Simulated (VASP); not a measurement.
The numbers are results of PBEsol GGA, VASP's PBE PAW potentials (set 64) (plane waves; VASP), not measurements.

The input files of a VASP run:

File KPOINTS:
```
K-points
0
gamma
  6 6 6
0 0 0
```

### POSCAR
```
CsCl
1.0
  4.2359346669   0.0000000000   0.0000000000
  0.0000000000   4.2359346669   0.0000000000
  0.0000000000   0.0000000000   4.2359346669
Cs Cl
1 1
Cartesian
  0.0000000000   0.0000000000   0.0000000000
  2.1179673335   2.1179673335   2.1179673335
```

**INCAR**
```
SYSTEM = CsCl
PREC = Accurate
ENCUT = 480
EDIFF = 1E-7
NELM = 100
ALGO = Normal
LREAL = .FALSE.
LASPH = .TRUE.
ISMEAR = 0
SIGMA = 0.05
GGA = PS
LMAXMIX = 4
LWAVE = .FALSE.
LCHARG = .FALSE.
ISIF = 2
IBRION = 2
NSW = 30
EDIFFG = -0.01
```

POTCAR, in this order: Cs_sv Cl (PBE.64 set). Program: vasp_std.

The resulting files:

### OSZICAR
```
       N       E                     dE             d eps       ncg     rms          rms(c)
DAV:   1     0.975086545687E+02    0.97509E+02   -0.64689E+03   480   0.107E+03
DAV:   2     0.142064857902E+00   -0.97367E+02   -0.91475E+02   752   0.183E+02
DAV:   3    -0.710883490404E+01   -0.72509E+01   -0.72297E+01   592   0.576E+01
DAV:   4    -0.718601429189E+01   -0.77179E-01   -0.77143E-01   564   0.732E+00
DAV:   5    -0.718716547189E+01   -0.11512E-02   -0.11511E-02   596   0.886E-01    0.209E+00
DAV:   6    -0.684536552911E+01    0.34180E+00   -0.57667E-01   548   0.418E+00    0.154E+00
DAV:   7    -0.679993486111E+01    0.45431E-01   -0.16124E-01   652   0.222E+00    0.893E-01
DAV:   8    -0.679823182053E+01    0.17030E-02   -0.14888E-02   560   0.916E-01    0.143E-01
DAV:   9    -0.679879072126E+01   -0.55890E-03   -0.38612E-03   628   0.390E-01    0.114E-01
DAV:  10    -0.679878506074E+01    0.56605E-05   -0.39802E-04   580   0.142E-01    0.150E-02
DAV:  11    -0.679879771864E+01   -0.12658E-04   -0.44283E-05   636   0.420E-02    0.654E-03
DAV:  12    -0.679879770944E+01    0.91959E-08   -0.10389E-05   572   0.197E-02    0.202E-03
DAV:  13    -0.679879759019E+01    0.11925E-06   -0.39430E-07   584   0.446E-03    0.953E-04
DAV:  14    -0.679879761970E+01   -0.29510E-07   -0.20061E-07   448   0.258E-03
   1 F= -.67987976E+01 E0= -.67987976E+01  d E =-.679880E+01
```

### OUTCAR
```
------------------------ aborting loop because EDIFF is reached ----------------------------------------
  FORCE on cell =-STRESS in cart. coord.  units (eV):
  Direction    XX          YY          ZZ          XY          YZ          ZX
  --------------------------------------------------------------------------------------
  Total       -0.7658248     -0.7658248     -0.7658248     -0.0000000      0.0000000     -0.0000000
  in kB      -16.1432981    -16.1432981    -16.1432981     -0.0000000      0.0000000     -0.0000000
  external PRESSURE =     -16.1432981 kB  Pullay stress =       0.0000000 kB
  volume of cell :       76.01
      direct lattice vectors                 reciprocal lattice vectors
     4.235934667  0.000000000  0.000000000     0.236075407  0.000000000  0.000000000
     0.000000000  4.235934667  0.000000000     0.000000000  0.236075407  0.000000000
     0.000000000  0.000000000  4.235934667     0.000000000  0.000000000  0.236075407
 POSITION                                       TOTAL-FORCE (eV/Angst)
 -----------------------------------------------------------------------------------
      0.00000      0.00000      0.00000         0.000000      0.000000      0.000000
      2.11797      2.11797      2.11797         0.000000      0.000000      0.000000
 -----------------------------------------------------------------------------------
    total drift:                                0.000000      0.000000      0.000000
  FREE ENERGIE OF THE ION-ELECTRON SYSTEM (eV)
  ---------------------------------------------------
  free  energy   TOTEN  =        -6.7987976197 eV

  energy  without entropy=       -6.7987976197  energy(sigma->0) =       -6.79879762

 reached required accuracy - stopping structural energy minimisation
```
(Selected blocks of OUTCAR.)

OUTCAR:
```
 val. band max:       -0.8082695471   @ k =   0.0000   0.0000   0.0000

 cond. band min:       3.9076824162   @ k =   0.0000   0.0000   0.0000


 Fermi energy:        -0.5244614168

 k-point     1 :       0.0000    0.0000    0.0000
  band No.  band energies     occupation
      1     -20.2997      2.00000
      2     -12.8586      2.00000
      3      -6.8189      2.00000
      4      -6.8189      2.00000
      5      -6.8189      2.00000
      6      -0.8083      2.00000
      7      -0.8083      2.00000
      8      -0.8083      2.00000
      9       3.9077      0.00000
     10       4.5275      0.00000
     11       4.5275      0.00000
     12       8.8965      0.00000

 k-point     2 :       0.1667    0.0000    0.0000
  band No.  band energies     occupation
      1     -20.2851      2.00000
      2     -12.8630      2.00000
      3      -6.9464      2.00000
      4      -6.7927      2.00000
      5      -6.7927      2.00000
      6      -1.1216      2.00000
      7      -0.8507      2.00000
      8      -0.8507      2.00000
      9       4.4944      0.00000
     10       4.6999      0.00000
     11       5.1038      0.00000
     12       8.6728      0.00000

 k-point     3 :       0.3333    0.0000    0.0000
  band No.  band energies     occupation
      1     -20.2557      2.00000
      2     -12.8736      2.00000
      3      -7.1785      2.00000
      4      -6.7390      2.00000
      5      -6.7390      2.00000
      6      -1.6362      2.00000
      7      -0.9391      2.00000
      8      -0.9391      2.00000
      9       5.1449      0.00000
     10       5.6502      0.00000
     11       6.5052      0.00000
     12       8.3848      0.00000

 k-point     4 :       0.5000    0.0000    0.0000
  band No.  band energies     occupation
      1     -20.2408      2.00000
      2     -12.8798      2.00000
      3      -7.2846      2.00000
      4      -6.7114      2.00000
      5      -6.7114      2.00000
      6      -1.8578      2.00000
...
```

Unless said otherwise, spin-orbit coupling is left out, though it shifts the bands of the heavy elements here.

The compound is CsCl in the CsCl type structure. This cell was strained or had an atom moved on purpose.
